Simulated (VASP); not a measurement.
## CdTe: single point with r2SCAN

**What was measured.**

From a printed reference work, data compilation, for a bulk crystal of CdTe at 0 K: band gap 1.607 eV.

CdTe:

```
Cd Te
1.0
     0.00000    3.27990    3.27990
     3.27990    0.00000    3.27990
     3.27990    3.27990    0.00000
Cd Te
1 1
Direct
  0.00000 0.00000 0.00000
  0.25000 0.25000 0.25000
```

- Program: VASP 6.6.1
- Task: single point
- Functional: r2SCAN
- Potentials or basis: VASP PAW PBE potentials, release 64 (Cd, Te)
- Cutoff: 520 eV
- k mesh: 6 × 6 × 6
- Occupations: fermi-dirac, width 0.02 eV
- Spin: no spin polarisation
- Dipole correction: no
- Further INCAR settings: ALGO = Normal; EDIFF = 1e-06; NBANDS = 16

```
Pressure               : 0.1 GPa
Band gap on the k mesh : 1.15 eV, direct
```

Levels at points of the mesh, in eV from the valence-band top:
```tsv
k point	band 7	band 8	band 9	band 10	band 11	band 12
(0.00, 0.00, 0.00)	0.00	0.00	0.00	1.15	5.05	5.05
(0.50, 0.00, 0.00)	-4.29	-0.74	-0.74	2.19	5.60	5.60
(0.50, 0.50, 0.00)	-4.17	-1.79	-1.79	2.95	2.99	9.25
```

It took 53 s on 1 thread of Intel Xeon 6455B, on a shared host, peak memory 0.22 GiB.

Measured gap of CdTe: 1.607 eV (0 K; a printed reference work, data compilation). This calculation gives 1.15 eV (-0.45 eV). Spin-orbit coupling on Cd, Te is left out. The value is that of r2SCAN, without temperature or zero-point motion.

Caveat: the PAW data sets were made with another functional, which shifts forces and pressure a little; spin-orbit coupling is left out, which moves the levels of the heavy elements.
